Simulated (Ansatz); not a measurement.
# MoS2: the cost of one run

Computed with Ansatz 0.2.0 (DFT r2SCAN, scalar-relativistic, plane waves, PAW, unless a step's input says otherwise).

1 further run of the same task is left out (set aside as unsound or not needed).

### 1 The system as given

The structure is trigonal, space group R3m (No. 160). The conventional cell has a = 3.160 Å, b = 3.160 Å, c = 18.450 Å, α = 90.00°, β = 90.00°, γ = 120.00°. Mo (site symmetry 3m) has 6 S at 2.39 Å as nearest neighbours. S (site symmetry 3m) has 3 Mo at 2.39 Å as nearest neighbours.

Structure file:

```xyz
3
Lattice="1.5800 0.9122 6.1500 -1.5800 0.9122 6.1500 0.0000 -1.8244 6.1500" Properties=species:S:1:pos:R:3 pbc="T T T"
Mo    0.0000    0.0000    0.0000
S     0.0000    0.0000    4.6125
S     0.0000    0.0000    7.6936
```

Source of the structure: the Crystallography Open Database.

(A quick probe on a coarse mesh, which set the mesh and smearing, is not shown.)

### 3 The relaxation

The input, input.yaml:

```yaml
crystal:
  lattice:
    - [1.58, 0.9122134253, 6.15]
    - [-1.58, 0.9122134253, 6.15]
    - [0.0, -1.8244268506, 6.15]
  atoms:
    - { symbol: Mo, position: [0.0, 0.0, 0.0] }
    - { symbol: S, position: [0.25, 0.25, 0.25] }
    - { symbol: S, position: [0.417, 0.417, 0.417] }
basis:
  ecutwfc: 500
kpoints:
  mp_grid: { grid: [12, 12, 12] }
hamiltonian:
  xc: r2scan
scf:
  occupations: { method: gaussian, width: 0.02 }
output:
  forces: true
  stress: true
  eigenvalues: true
relax:
  adjacent_minimum: "off"
  f_tol: 0.02
  max_steps: 70
  cell: { stress_tol: 0.1 }
```

The run is started by

```bash
> ansatz run input.yaml --threads 2 --pin off --max-ram 5120MiB --backend cpu --events-out ev --progress --plain --runs-dir out
```

What time and memory should one allow on 2 threads of Arm Neoverse V1, shared host?

About 2.6 min, with a peak of 0.68 GiB.
